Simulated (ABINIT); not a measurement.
# ZnSe (Stilleite): a self-consistent loop beyond G0W0, cycle by cycle

Wanted: G0W0 and self-consistent gaps of ZnSe (Stilleite), with the cost of the cycles.

Method: PBE and many-body steps on it, plane waves, in ABINIT 10.8.3.

**Experimental background.**

- Gap 2.695 ± 0.003 eV: excitonic gap from free-exciton PL, not corrected for exciton binding; photoluminescence; 300 K; bulk crystal (Bridgman-grown crystal, polished and etched) (“Alloy Disordering Effects on the Thermal Conductivity and Energy Gap Temperature Dependence of Cd1−xZnxSe Ternary Crystals Grown by the Bridgman Method”, 2023, pmc:10253836).

## (1) Starting point

Symmetry: F-43m, No. 216, cubic system. The conventional cell has a = 5.668 Å, b = 5.668 Å, c = 5.668 Å, α = 90.00°, β = 90.00°, γ = 90.00°. Zn has 4 Se at 2.45 Å nearest. Nearest to Se lie 4 Zn at 2.45 Å. Farther neighbours and most contacts between anions are not listed.

The cell and positions come from the Crystallography Open Database and are kept as given unless a step says otherwise.

## (2) Empty states on the mesh, 4×4×4 mesh, 70 bands

This step: ABINIT 10.8.3; DFT, PBE, plane waves, norm-conserving pseudopotentials.

The sums over transitions need many empty states on a uniform mesh; this step solves for them.

run.abi reads:

```
acell 3*1.0 Angstrom
rprim 
  -0.000000000000 2.833800000000 2.833800000000
  2.833800000000 -0.000000000000 2.833800000000
  2.833800000000 2.833800000000 0.000000000000
ntypat 2
znucl 30 34
natom 2
typat 1 2
xred 
  0.000000000000 0.000000000000 0.000000000000
  0.250000000000 0.250000000000 0.250000000000
pp_dirpath "pseudos"
pseudos "Zn.upf, Se.upf"
ecut 48
ngkpt 4 4 4
nshiftk 1
shiftk 0 0 0
kptopt 1
chksymbreak 0
iscf -2
irdden 1
istwfk *1
nband 70
nbdbuf 6
tolwfr 1e-09
nstep 60
prtvol 0
indata_prefix "in"
outdata_prefix "out"
tmpdata_prefix "tmp"
```

Launch:

```sh
$ OMP_NUM_THREADS=1 mpirun -n 4 abinit run.abi > log
```

Numbers of over 12 decimals in the logs are rounded to 6 here.

Output:

```text
.Version 10.8.3 of ABINIT. v10.8.2 released Aug 2026.

 Symmetries : space group F-4 3 m (#216); Bravais cF (face-center cubic)
[... echo of the input left out ...]
== DATASET  1 ==================================================================
-   mpi_nproc: 4, omp_nthreads: 1 (-1 if OMP is not activated)

--- !DatasetInfo
iteration_state: {dtset: 1, }
dimensions: {natom: 2, nkpt: 8, mband: 70, nsppol: 1, nspinor: 1, nspden: 1, mpw: 4910, }
cutoff_energies: {ecut:  48.0, pawecutdg:  -1.0, }
[...]
1.63923    1.63923    1.66143    1.68150    1.68150    1.68150    1.69571    1.69571
   1.69572    1.72681    1.72682    1.72682    1.78351    1.78351    1.78351    1.78389
   1.78389    1.78389    1.84131    1.84131    1.88682    2.00882
 prteigrs : prtvol=0 or 1, do not print more k-points.

== END DATASET(S) ==============================================================
================================================================================

 -outvars: echo values of variables after computation  --------
            nband          70
             nkpt           8
          spgroup         216
 [... the other variables as echoed above ...]

 Calculation completed.
```

Elapsed: 11 s, on 4 MPI ranks of Arm Neoverse V2, shared host; peak memory 0.32 GiB.

Numbers from this step:

```
gap                                                           : 1.288 eV
k of the valence top                                          : 0, 0, 0
k of the conduction bottom                                    : 0, 0, 0
least direct gap                                              : 1.288 eV
k points computed                                             : 8
lowest point of the top converged band, above the valence top : 44.38 eV
```

On this mesh the gap is 1.288 eV.

The density comes from a self-consistent run that is not shown.

## (3) Screening, 4×4×4 mesh, 64 bands, screening to 106.1 eV

The RPA dielectric matrix is built and inverted for each q.

This step: RPA screening on PBE, plane waves, norm-conserving pseudopotentials.

Edit run.abi of step 2 so:

```diff
@@ -20,10 +20,11 @@
 chksymbreak 0
-iscf -2
-irdden 1
 istwfk *1
-nband 70
-nbdbuf 6
-tolwfr 1e-09
-nstep 60
-prtvol 0
+occopt 1
+irdwfk 1
+optdriver 3
+nband 64
+ecuteps 3.9
+inclvkb 2
+awtr 1
+symchi 1
 indata_prefix "in"
```

Output:

```text
.Version 10.8.3 of ABINIT. v10.8.2 released Aug 2026.

 Symmetries : space group F-4 3 m (#216); Bravais cF (face-center cubic)
[... echo of the input left out ...]
== DATASET  1 ==================================================================
-   mpi_nproc: 4, omp_nthreads: 1 (-1 if OMP is not activated)

--- !DatasetInfo
iteration_state: {dtset: 1, }
dimensions: {natom: 2, nkpt: 8, mband: 64, nsppol: 1, nspinor: 1, nspden: 1, mpw: 4910, }
cutoff_energies: {ecut:  48.0, pawecutdg:  -1.0, }
electrons: {nelect:   4.40000000E+01, charge:   0.00000000E+00, occopt:   1.00000000E+00, tsmear:   1.00000000E-02, }

 SCREENING: Calculation of the susceptibility and dielectric matrices

 Based on a program developped by R.W. Godby, V. Olevano, G. Onida, and L. Reining.
 Incorporated in ABINIT by V. Olevano, G.-M. Rignanese, and M. Torrent.
.Using double precision arithmetic ; gwpc =  8

[... cell and pseudopotentials left out ...]
--------------------------------------------------------------------------------

 ==== K-mesh for the wavefunctions ====
 Number of points in the irreducible wedge :     8
[... list of points left out ...]
 Together with 24 symmetry operations and time-reversal symmetry
 yields    64 points in the full Brillouin Zone.

 ==== Q-mesh for the screening function ====
 Number of points in the irreducible wedge :     8
[... list of points left out ...]
 Together with 24 symmetry operations and time-reversal symmetry
 yields    64 points in the full Brillouin Zone.

 setmesh: FFT mesh size selected  =    30x   30x   30
          total number of points  =        27000

 vcoul_init : cutoff-mode = AUXILIARY_FUNCTION
 q-points for optical limit:   1
     1)      0.000010    0.000020    0.000030

- screening: taking advantage of time-reversal symmetry
- Maximum band index for partially occupied states nbvw = 22
- Remaining bands to be divided among processors   nbcw = 42
- Number of bands treated by each node ~10

 Number of electrons calculated from density =   44.0000; Expected =   44.0000
 average of density, n =  0.143258
 r_s =    1.1856
 omega_plasma =   36.5103 [eV]

 calculating chi0 at frequencies [eV] :
  1    0.000000E+00    0.000000E+00
  2    0.000000E+00    3.651025E+01

--------------------------------------------------------------------------------
  q-point number  1        q = ( 0.000000, 0.000000, 0.000000) [r.l.u.]
--------------------------------------------------------------------------------
[... chi0 elements left out ...]
 For q-point:  0.000010 0.000020 0.000030
  dielectric constant =  13.4747
  dielectric constant without local fields =  14.4441

  Average fulfillment of the sum rule on Im[epsilon] for q-point    1 :     23.17  [%]
[... wings left out ...]
  q-point number  2        q = ( 0.250000, 0.000000, 0.000000) [r.l.u.]
--------------------------------------------------------------------------------
[... chi0 elements left out ...]
  Average fulfillment of the sum rule on Im[epsilon] for q-point    2 :     28.86  [%]

 [... 6 further q-points ...]
```

Wall time 18 s (4 MPI ranks); peak memory 0.86 GiB.

This step gave:

* ε∞ with local fields, on this mesh, along the program's q direction: 13.47
* the same without local fields: 14.44
* plasma frequency: 36.51 eV
* plane waves in the screening matrix: 113

Local fields lower ε∞ by 7 %. On a Γ-centred mesh this coarse the value itself is usually too large, while a short band sum pulls it down.

## (4) G0W0

The self-energy is evaluated for the states that the input lists, and the levels follow from it, in one-shot runs by the linearised quasiparticle equation.

This step: G0W0 on PBE, plane waves, norm-conserving pseudopotentials.

Edit run.abi of step 3 so:

```diff
@@ -23,8 +23,15 @@
 irdwfk 1
-optdriver 3
+optdriver 4
 nband 64
+gwcalctyp 0
+ecutsigx 48
+symsigma 1
+nkptgw 1
+kptgw 
+  0.0000000000 0.0000000000 0.0000000000
+bdgw 
+  20 26
 ecuteps 3.9
-inclvkb 2
-awtr 1
-symchi 1
+irdscr 1
+ppmodel 1
 indata_prefix "in"
```

Output:

```text
.Version 10.8.3 of ABINIT. v10.8.2 released Aug 2026.

 Symmetries : space group F-4 3 m (#216); Bravais cF (face-center cubic)
[... echo of the input left out ...]
== DATASET  1 ==================================================================
-   mpi_nproc: 4, omp_nthreads: 1 (-1 if OMP is not activated)

--- !DatasetInfo
iteration_state: {dtset: 1, }
dimensions: {natom: 2, nkpt: 8, mband: 64, nsppol: 1, nspinor: 1, nspden: 1, mpw: 4910, }
cutoff_energies: {ecut:  48.0, pawecutdg:  -1.0, }
electrons: {nelect:   4.40000000E+01, charge:   0.00000000E+00, occopt:   1.00000000E+00, tsmear:   1.00000000E-02, }

 SIGMA: Calculation of the GW corrections

 Based on a program developped by R.W. Godby, V. Olevano, G. Onida, and L. Reining.
 Incorporated in ABINIT by V. Olevano, G.-M. Rignanese, and M. Torrent.
.Using double precision arithmetic ; gwpc =  8

[... cell and pseudopotentials left out ...]
--------------------------------------------------------------------------------

 ==== K-mesh for the wavefunctions ====
 Number of points in the irreducible wedge :     8
[... list of points left out ...]
 Together with 24 symmetry operations and time-reversal symmetry
 yields    64 points in the full Brillouin Zone.

 ==== Q-mesh for screening function ====
 Number of points in the irreducible wedge :     8
[... list of points left out ...]
 Together with 24 symmetry operations and time-reversal symmetry
 yields    64 points in the full Brillouin Zone.

 vcoul_init : cutoff-mode = AUXILIARY_FUNCTION
 q-points for optical limit:   1
     1)      0.000010    0.000020    0.000030
 setmesh: FFT mesh size selected  =    48x   48x   48
          total number of points  =       110592

 Number of electrons calculated from density =   44.0000; Expected =   44.0000
 average of density, n =  0.143258
 r_s =    1.1856
 omega_plasma =   36.5103 [eV]

 === KS Band Gaps ===
  >>>> For spin  1
   Minimum direct gap =   1.2885 [eV], located at k-point      :   0.0000  0.0000  0.0000
   Fundamental gap    =   1.2885 [eV], Top of valence bands at :   0.0000  0.0000  0.0000
                                       Bottom of conduction at :   0.0000  0.0000  0.0000
 SIGMA fundamental parameters:
 PLASMON POLE MODEL  1
 number of plane-waves for SigmaX                 4909
 number of plane-waves for SigmaC and W            113
 number of plane-waves for wavefunctions          4909
 number of bands                                    64
 number of independent spin polarizations            1
 number of spinorial components                      1
 number of k-points in IBZ                           8
 number of q-points in IBZ                           8
 number of symmetry operations                      24
 number of k-points in BZ                           64
 number of q-points in BZ                           64
 number of frequencies for dSigma/dE                 9
 frequency step for dSigma/dE [eV]                0.25
 number of omega for Sigma on real axis              0
 max omega for Sigma on real axis  [eV]           0.00
 zcut for avoiding poles [eV]                     0.10

 EPSILON^-1 parameters (SCR file):
 dimension of the eps^-1 matrix on file            113
 dimension of the eps^-1 matrix used               113
 number of plane-waves for wavefunctions          4909
 number of bands                                    64
 number of q-points in IBZ                           8
 number of frequencies                               2
 number of real frequencies                          1
 number of imag frequencies                          1

 matrix elements of self-energy operator (all in [eV])

 Perturbative Calculation

--- !SelfEnergy_ee
iteration_state: {dtset: 1, }
kpoint     : [   0.000,    0.000,    0.000, ]
spin       : 1
KS_gap     :    1.289
QP_gap     :    2.014
Delta_QP_KS:    0.725
data: !SigmaeeData |
     Band     E0 <VxcDFT>   SigX SigC(E0)      Z dSigC/dE  Sig(E)    E-E0       E
       20   4.164 -17.093 -19.827   2.385   0.799  -0.252 -17.372  -0.279   3.885
       21   4.164 -17.093 -19.827   2.385   0.799  -0.252 -17.372  -0.279   3.885
       22   4.164 -17.093 -19.827   2.385   0.799  -0.252 -17.372  -0.279   3.885
       23   5.453 -12.787  -8.817  -3.424   0.816  -0.225 -12.341   0.446   5.899
       24   9.979 -11.028  -6.246  -4.030   0.812  -0.232 -10.418   0.611  10.589
       25   9.979 -11.028  -6.246  -4.030   0.812  -0.232 -10.418   0.611  10.589
       26   9.979 -11.028  -6.246  -4.030   0.812  -0.232 -10.418   0.611  10.589

== END DATASET(S) ==============================================================
================================================================================

 -outvars: echo values of variables after computation  --------
           etotal      0.0000000000E+00
            nband          64
             nkpt           8
          spgroup         216
 [... the other variables as echoed above ...]

 Calculation completed.
```

The job ended after 3.5 s (4 MPI ranks; peak memory 0.72 GiB; 14 s of CPU time).

Numbers from this step:

```
G0W0 gap on the points computed              : 2.014 eV
starting gap on the mesh                     : 1.288 eV
k of the valence top                         : 0, 0, 0
k of the conduction bottom                   : 0, 0, 0
Z at the valence top                         : 0.799
Z at the conduction bottom                   : 0.816
least direct G0W0 gap on the computed points : 2.014 eV
```

The gap on the mesh goes from 1.29 eV to 2.01 eV, a correction of +0.73 eV.

## (5) evGW0, cycle 1

This step: evGW0 on PBE, plane waves, norm-conserving pseudopotentials.

Edit run.abi of step 4 so:

```diff
@@ -25,10 +25,24 @@
 nband 64
-gwcalctyp 0
+gwcalctyp 10
 ecutsigx 48
 symsigma 1
-nkptgw 1
+nkptgw 8
 kptgw 
   0.0000000000 0.0000000000 0.0000000000
+  0.2500000000 0.0000000000 0.0000000000
+  0.5000000000 0.0000000000 0.0000000000
+  0.2500000000 0.2500000000 0.0000000000
+  0.5000000000 0.2500000000 0.0000000000
+  -0.2500000000 0.2500000000 0.0000000000
+  0.5000000000 0.5000000000 0.0000000000
+  -0.2500000000 0.5000000000 0.2500000000
 bdgw 
-  20 26
+  15 32
+  15 32
+  15 32
+  15 32
+  15 32
+  15 32
+  15 32
+  15 32
 ecuteps 3.9
```

Output:

```text
.Version 10.8.3 of ABINIT. v10.8.2 released Aug 2026.

 Symmetries : space group F-4 3 m (#216); Bravais cF (face-center cubic)
[... echo of the input left out ...]
== DATASET  1 ==================================================================
-   mpi_nproc: 4, omp_nthreads: 1 (-1 if OMP is not activated)

--- !DatasetInfo
iteration_state: {dtset: 1, }
dimensions: {natom: 2, nkpt: 8, mband: 64, nsppol: 1, nspinor: 1, nspden: 1, mpw: 4910, }
cutoff_energies: {ecut:  48.0, pawecutdg:  -1.0, }
electrons: {nelect:   4.40000000E+01, charge:   0.00000000E+00, occopt:   1.00000000E+00, tsmear:   1.00000000E-02, }

 SIGMA: Calculation of the GW corrections

 Based on a program developped by R.W. Godby, V. Olevano, G. Onida, and L. Reining.
 Incorporated in ABINIT by V. Olevano, G.-M. Rignanese, and M. Torrent.
.Using double precision arithmetic ; gwpc =  8

[... cell and pseudopotentials left out ...]
--------------------------------------------------------------------------------

 ==== K-mesh for the wavefunctions ====
 Number of points in the irreducible wedge :     8
[... list of points left out ...]
 Together with 24 symmetry operations and time-reversal symmetry
 yields    64 points in the full Brillouin Zone.

 ==== Q-mesh for screening function ====
 Number of points in the irreducible wedge :     8
[... list of points left out ...]
 Together with 24 symmetry operations and time-reversal symmetry
 yields    64 points in the full Brillouin Zone.

 vcoul_init : cutoff-mode = AUXILIARY_FUNCTION
 q-points for optical limit:   1
     1)      0.000010    0.000020    0.000030
 setmesh: FFT mesh size selected  =    48x   48x   48
          total number of points  =       110592

 Number of electrons calculated from density =   44.0000; Expected =   44.0000
[...]
spin       : 1
KS_gap     :    5.173
QP_gap     :    5.884
Delta_QP_KS:    0.711
data: !SigmaeeData |
     Band     E_DFT   <VxcDFT>   E(N-1)  <Hhartree>   SigX  SigC[E(N-1)]    Z     dSigC/dE  Sig[E(N)]  DeltaE  E(N)_pert E(N)_diago
[...]
--- !SelfEnergy_ee
iteration_state: {dtset: 1, }
kpoint     : [  -0.250,    0.500,    0.250, ]
spin       : 1
KS_gap     :    8.144
QP_gap     :    9.110
Delta_QP_KS:    0.967
data: !SigmaeeData |
     Band     E_DFT   <VxcDFT>   E(N-1)  <Hhartree>   SigX  SigC[E(N-1)]    Z     dSigC/dE  Sig[E(N)]  DeltaE  E(N)_pert E(N)_diago
[...]
31    21.897    -9.088    21.897    30.986    -3.141    -5.516     0.752    -0.329    -8.763     0.325    22.223    22.329
       32    23.569    -8.791    23.569    32.360    -2.689    -5.896     0.725    -0.378    -8.642     0.150    23.719    23.776

 New Fermi energy :        1.803366E-01 Ha ,    4.907208E+00 eV

 === QP Band Gaps ===
  >>>> For spin  1
   Minimum direct gap =   2.1846 [eV], located at k-point      :   0.0000  0.0000  0.0000
   Fundamental gap    =   2.1846 [eV], Top of valence bands at :   0.0000  0.0000  0.0000
                                       Bottom of conduction at :   0.0000  0.0000  0.0000

 writing QP data on file : out_QPS

 Convergence of QP corrections
 >>>>> For spin  1 <<<<<
.  kptgw no:  1; Maximum DeltaE = (   0.000   0.000) for band index:  5
.  kptgw no:  2; Maximum DeltaE = (   0.446  -0.000) for band index:  5
.  kptgw no:  3; Maximum DeltaE = (  -0.342   0.000) for band index:  3
[...]
.  kptgw no:  7; Maximum DeltaE = (  -0.396   0.000) for band index:  4
.  kptgw no:  8; Maximum DeltaE = (  -0.553   0.000) for band index:  4

== END DATASET(S) ==============================================================
================================================================================

 -outvars: echo values of variables after computation  --------
           etotal      0.0000000000E+00
            nband          64
             nkpt           8
          spgroup         216
 [... the other variables as echoed above ...]

 Calculation completed.
```

The job ended after 61 s (4 MPI ranks; peak memory 1.8 GiB; 4 min of CPU time).

This step gave:

| Property | Result |
| --- | --- |
| quasiparticle gap on the mesh | 2.185 eV |
| gap of the density functional on the mesh | 1.288 eV |
| k of the valence top | 0, 0, 0 |
| k of the conduction bottom | 0, 0, 0 |
| Z at the valence top | 0.799 |
| Z at the conduction bottom | 0.816 |
| least direct quasiparticle gap on the computed points | 2.185 eV |

Against G0W0 in ABINIT (4×4×4 mesh, 64 bands, screening to 106.1 eV, Godby-Needs plasmon pole), the gap moves by +0.171 eV. This first cycle still uses the starting levels; it takes the full correction, at all points of the mesh, and its linearised value is 2.014 eV.

## (6) evGW0, cycle 2

The corrected levels of the last cycle go back in.

Edit run.abi of step 5 so:

```diff
@@ -50,2 +50,3 @@
 ppmodel 1
+irdqps 1
 indata_prefix "in"
```

Output:

```text
.Version 10.8.3 of ABINIT. v10.8.2 released Aug 2026.

 Symmetries : space group F-4 3 m (#216); Bravais cF (face-center cubic)
[... echo of the input left out ...]
== DATASET  1 ==================================================================
-   mpi_nproc: 4, omp_nthreads: 1 (-1 if OMP is not activated)

--- !DatasetInfo
iteration_state: {dtset: 1, }
dimensions: {natom: 2, nkpt: 8, mband: 64, nsppol: 1, nspinor: 1, nspden: 1, mpw: 4910, }
cutoff_energies: {ecut:  48.0, pawecutdg:  -1.0, }
[...]
.  kptgw no:  3; Maximum DeltaE = (   0.027   0.000) for band index: 16
[...]
.  kptgw no:  7; Maximum DeltaE = (  -0.117  -0.107) for band index: 14
.  kptgw no:  8; Maximum DeltaE = (   0.033  -0.001) for band index: 15

== END DATASET(S) ==============================================================
================================================================================

 -outvars: echo values of variables after computation  --------
           etotal      0.0000000000E+00
            nband          64
             nkpt           8
          spgroup         216
 [... the other variables as echoed above ...]

 Calculation completed.
```

Elapsed: 58 s, on 4 MPI ranks; peak memory 1.8 GiB.

Numbers from this step:

```yaml
quasiparticle_gap_on_the_mesh: 2.133 eV
gap_of_the_density_functional_on_the_mesh: 1.288 eV
k_of_the_valence_top: 0, 0, 0
k_of_the_conduction_bottom: 0, 0, 0
least_direct_quasiparticle_gap_on_the_computed_points: 2.133 eV
```

Against the cycle before, the gap moves by −0.052 eV.

(Part 1 of 3 ends here.)

[Paths, hosts, dates, memory and timing lines, banners, echoed tables and standing remarks are left out of the program output.]

[Logs are printed without paths, hosts, clocks, repeated set-up lines and the standing remarks that a program may print on its own settings, such as how far it seeks lower states.]

[Runs of the session that timed out or met a known fault of the program may be left out.]

[Hosts, paths, dates, database ids (printed as entryN), source tags and the programs' standing remarks are cut or masked in the printed files.]

[G0W0 gaps are taken among the corrected bands and points alone; a level outside them can change the order at an edge.]

[Where Ansatz stands beside ABINIT at settings called matched, ABINIT's density can come from a denser mesh and the files from another edition; pairs whose starting gaps differed by over 0.03 eV were left out, so agreement reads better than it is.]
